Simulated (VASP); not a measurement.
# Cu (P6_3/mmc) in VASP: a series of runs, part 2 of 2

VASP 6.6.1.

### 4 Single point, PBE

Contents of INCAR:

```
SYSTEM = Cu
PREC = Accurate ; ENCUT = 350
EDIFF = 1E-6 ; ISMEAR = -1
SIGMA = 0.15 ; LREAL = .FALSE.
LASPH = .TRUE. ; NELM = 100
ALGO = Normal ; ISIF = 2
LWAVE = .FALSE. ; LCHARG = .FALSE.
GGA = PE ; NBANDS = 18
ADDGRID = .FALSE.
```

Contents of KPOINTS:

```
Automatic mesh
0
G
  12 12 7
  0 0 0
```

Contents of POSCAR:

```
Cu
1.0
    2.5340966698      0.0000000000      0.0000000000
   -1.2670483349      2.1945920917      0.0000000000
    0.0000000000      0.0000000000      4.1125710000
Cu
2
Direct
    0.6666666667      0.3333333333      0.7500000000
    0.3333333333      0.6666666667      0.2500000000
```

Potentials or basis: VASP PAW PBE potentials, release 64 (Cu).

Launch:

```
$ cat potpaw_PBE.64/Cu/POTCAR > POTCAR
$ mpirun -np 1 vasp_std > vasp.out
```

OUTCAR:

```text
SYSTEM = Cu
   PREC = Accurate
   ENCUT = 350
   EDIFF = 1E-6
   ISMEAR = -1
   LREAL = .FALSE.
   LASPH = .TRUE.
   NELM = 100
   ISIF = 2
   GGA = PE

 Found     76 irreducible k-points:

 Following reciprocal coordinates:
            Coordinates               Weight
  0.000000  0.000000  0.000000      1.000000
  0.083333  0.000000  0.000000      6.000000
  0.166667  0.000000  0.000000      6.000000
  0.250000 -0.000000  0.000000      6.000000
  0.333333 -0.000000  0.000000      6.000000
  0.416667 -0.000000  0.000000      6.000000
   k-points           NKPTS =     76   k-points in BZ     NKDIM =     76   number of bands    NBANDS=     18
   number of dos      NEDOS =    301   number of ions     NIONS =      2
   total plane-waves  NPLWV =   7168
   dimension x,y,z NGX =    16 NGY =   16 NGZ =   28
   dimension x,y,z NGXF=    32 NGYF=   32 NGZF=   56
   ions per type =               2
   NGX,Y,Z   is equivalent  to a cutoff of  10.50, 10.50, 11.32 a.u.
   NGXF,Y,Z  is equivalent  to a cutoff of  20.99, 20.99, 22.64 a.u.
 SYSTEM =  Cu
   PREC   = accura    normal or accurate (medium, high low for compatibility)
   ISTART =      0    job   : 0-new  1-cont  2-samecut
   ICHARG =      2    charge: 1-file 2-atom 10-const
   ISPIN  =      1    spin polarized calculation?
   LNONCOLLINEAR =      F non collinear calculations
   LSORBIT =      F    spin-orbit coupling
   LASPH  =      T    aspherical Exc in radial PAW
   ENCUT  =  350.0 eV  25.72 Ry    5.07 a.u.   3.87  3.87  6.27*2*pi/ulx,y,z
   NELM   =    100;   NELMIN=  2; NELMDL= -5     # of ELM steps
   EDIFF  = 0.1E-05   stopping-criterion for ELM
   LREAL  =      F    real-space projection
   EDIFFG = 0.1E-04   stopping-criterion for IOM
   NSW    =      0    number of steps for IOM
   IBRION =     -1    ionic relax: 0-MD 1-quasi-New 2-CG
   NFREE  =      0    steps in history (QN), initial steepest desc. (CG)
   ISIF   =      2    stress and relaxation
   ISYM   =      2    0-nonsym 1-usesym 2-fastsym
   POTIM  = 0.5000    time-step for ionic-motion
   TEBEG  =    0.0;   TEEND  =   0.0 temperature during run
   PSTRESS=    0.0 pullay stress
   NELECT =      22.0000    total number of electrons
   NUPDOWN=      -1.0000    fix difference up-down
   EMIN   =  10.00;   EMAX   =-10.00  energy-range for DOS
   EFERMI =   0.00;   METHOD = LEGACY
   ISMEAR =    -1;   SIGMA  =   0.15  broadening in eV -4-tet -1-fermi 0-gaus
   EFERMI_NEDOS =   21; number of points for ismear=-14 and -15
   IALGO  =     38    algorithm
   IMIX   =      4    mixing-type and parameters
     AMIX     =   0.40;   BMIX     =  1.00
     AMIX_MAG =   1.60;   BMIX_MAG =  1.00
  volume/ion in A,a.u.               =      11.44        77.17
  Fermi-wavevector in a.u.,A,eV,Ry     =   1.616041  3.053874 35.532800  2.611587
  Thomas-Fermi vector in A             =   2.710691
   LORBIT       =      0    0 simple, 1 ext, 2 COOP (PROOUT), +10 PAW based schemes
   GGA     = PE    functional components
   LHFCALC =     F    Hartree Fock is set to
   AEXX    =    0.0000 exact exchange contribution
   IVDW    =     0    specifies the selected vdW correction
   LEPSILON=     F    determine dielectric tensor
   LRPA    =     F    only Hartree local field effects (RPA)
 non-spin polarized calculation
  energy-cutoff  :      350.00
  volume of cell :       22.87
 maximum number of plane-waves:       351
 NGX is ok and might be reduce to    16
   NGX =  7   NGY =  7   NGZ = 13

 number of electron      22.0000018 magnetization

 Free energy of the ion-electron system (eV)
  ---------------------------------------------------
  ext. energy  EPLUGINS =         0.00000000
  ---------------------------------------------------
  free energy    TOTEN  =        -7.44000233 eV

  energy without entropy =       -7.38448661  energy(sigma->0) =       -7.41224447

 E-fermi :   7.9752     XC(G=0): -12.9164

 val. band max:        7.9738318307   @ k =   0.5000  -0.0000   0.0000
 cond. band min:       8.0312561367   @ k =   0.2500   0.1667   0.4286
 fundamental gap:      0.0574243061
 Fermi energy:         7.9751668945

 k-point     1 :       0.0000    0.0000    0.0000
  band No.  band energies     occupation
      1      -1.6115      2.00000
      2       2.7395      2.00000
      3       4.8831      2.00000
      4       4.9243      2.00000
      5       4.9243      2.00000
      6       5.1480      2.00000
[... 10 lines left out ...]
     17      31.7531      0.00000
     18      31.7532      0.00000
[... 85 lines left out ...]
 k-point     6 :       0.4167   -0.0000    0.0000
  band No.  band energies     occupation
      1       2.6276      2.00000
      2       3.3589      2.00000
      3       3.5691      2.00000
      4       4.6455      2.00000
      5       4.8561      2.00000
      6       4.9913      2.00000
[... 10 lines left out ...]
     17      21.5577      0.00000
     18      27.4116      0.00000

 [... further k-points ...]

------------------------ aborting loop because EDIFF is reached ----------------------------------------

  FORCE on cell =-STRESS in cart. coord.  units (eV):
  Direction    XX          YY          ZZ          XY          YZ          ZX
  --------------------------------------------------------------------------------------
  -------------------------------------------------------------------------------------
  Total        1.0646345      1.0646345      1.2529589      0.0000000      0.0000000     -0.0000000
  in kB       74.5797167     74.5797167     87.7722067      0.0000000      0.0000000     -0.0000000
  external PRESSURE =      78.9772133 kB  Pullay stress =       0.0000000 kB

 VOLUME and BASIS-vectors are now :
 -----------------------------------------------------------------------------
  energy-cutoff  :      350.00
  volume of cell :       22.87
      direct lattice vectors                 reciprocal lattice vectors
     2.534096670  0.000000000  0.000000000     0.394617937  0.227832772  0.000000000
    -1.267048335  2.194592092  0.000000000     0.000000000  0.455665544  0.000000000
     0.000000000  0.000000000  4.112571000     0.000000000  0.000000000  0.243156896

 POSITION                                       TOTAL-FORCE (eV/Angst)
 -----------------------------------------------------------------------------------
      1.26705      0.73153      3.08443         0.000000      0.000000      0.000000
     -0.00000      1.46306      1.02814        -0.000000     -0.000000      0.000000
 -----------------------------------------------------------------------------------
    total drift:                               -0.000000      0.000000     -0.000000

  FREE ENERGIE OF THE ION-ELECTRON SYSTEM (eV)
  ---------------------------------------------------
  free  energy   TOTEN  =        -7.4400023287 eV

  energy  without entropy=       -7.3844866122  energy(sigma->0) =       -7.41224447
```

stdout:

```text
POSCAR found type information on POSCAR Cu
 POSCAR found :  1 types and       2 ions
 scaLAPACK will be used
 LDA part: xc-table for (Slater+PW92), standard interpolation
 POSCAR, INCAR and KPOINTS ok, starting setup
 FFT: planning ... GRIDC
 FFT: planning ... GRID_SOFT
 FFT: planning ... GRID
 WAVECAR not read
 entering main loop
```

Wall time 21 s (1 thread of AMD EPYC 7R13 (Zen 3), shared host); peak memory 0.09 GiB.

These settings aren't checked as converged: the numbers below hold their error.

Results:

* Free energy: -7.4400 eV
* Pressure: 7.9 GPa
* Band gap on the k mesh: none (metal or under the smearing width)

Caveat: the cutoff is under 1.25 times the usual one of these potentials, so pressure, stress and relaxed cells hold a basis-set (Pulay) error.

### 5 For comparison

An earlier run on the cell as given: functional PBEsol; potentials or basis VASP PAW PBE potentials, release 64 (Cu); cutoff 520 eV; k mesh 12 × 12 × 7; occupations fermi-dirac, width 0.05 eV; no spin polarisation.

- Pressure: -0.7 GPa
- Band gap on the k mesh: none (metal or under the smearing width)
